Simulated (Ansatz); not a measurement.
Start from Ti3SiC2 (space group P6_3/mmc, No. 194).

Space group P6₃/mmc (No. 194); a = b = 3.042 Å, c = 17.577 Å, α = β = 90.00°, γ = 120.00°

| atom | site | symmetry | x | y | z |
|---|---|---|---|---|---|
| Ti | 2a | -3m. | 0.0000 | 0.0000 | 0.0000 |
| Ti | 4f | 3m. | 0.3333 | 0.6667 | 0.1350 |
| Si | 2b | -6m2 | 0.0000 | 0.0000 | 0.2500 |
| C | 4f | 3m. | 0.6667 | 0.3333 | 0.0722 |

Method: plane-wave PAW DFT at the PBEsol level (Ansatz, a first-principles code, 420 eV), scalar-relativistic without spin-orbit coupling.

For the base:

```
Property              Result
-------------------  -------
c/a ratio              5.777
Lattice parameter a  3.042 Å
```

Now apply this change: a hydrostatic pressure of 15 GPa.

### Question
Estimate the effect on the c/a ratio and lattice parameter a.

### Answer
The c/a ratio increases by 0.0073 to 5.785; the lattice parameter a decreases by 0.0677 Å (3.042 Å → 2.975 Å).

Load acts through the strain it causes; cell and atoms are relaxed under it. Stability against distortions was not tested. No other phases were tried under pressure. All final runs are without spin polarisation.
